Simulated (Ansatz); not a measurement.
Crystal: CuO.

```xyz
2
Lattice="0.0000 2.1166 2.1166 2.1166 0.0000 2.1166 2.1166 2.1166 0.0000" Properties=species:S:1:pos:R:3 pbc="T T T"
Cu    1.9814    1.9843    0.1219
O     2.2518    2.2488    1.9946
```

The cell comes from a database or a generator and needn't be the stable form of this composition.

Base run:

```yaml
Program: Ansatz 0.2.0
Functional: PBEsol
Potentials_or_basis: Ansatz PAW
Cutoff: 420 eV
Density_cutoff: 1680 eV
k_mesh: 11 × 11 × 11
Occupations: fermi-dirac, width 0.05 eV
Spin: no spin polarisation
Hubbard_terms: Cu d U = 4.5 eV
```

Its results: band gap on the k mesh none (metal or under the smearing width); pressure 11.3 GPa; largest force 1.069 eV/Å.

Task: After a change of settings the same cell gave: band gap on the k mesh none (metal or under the smearing width); pressure 13.1 GPa; largest force 1.135 eV/Å. Which change was it?
A. functional from PBEsol to LDA; hubbard terms from Cu d U = 4.5 eV to Cu d U = 5.3 eV
B. hubbard terms from Cu d U = 4.5 eV to Cu d U = 5.3 eV
C. functional from PBEsol to LDA
D. functional from PBEsol to r2SCAN; cutoff from 420 eV to 500 eV; density cutoff from 1680 eV to 2000 eV

Result: D.

Caveats: an odd number of electrons without spin polarisation forces a metal; a magnetic or distorted state may lie lower; the run has no spin polarisation, though such a crystal can be magnetic; U without spin polarisation on a metal has little footing; the PAW data sets come from PBE, with cores solved anew for the run's functional, which leaves a small shift of forces and pressure.

Not every run made on this cell is shown here.
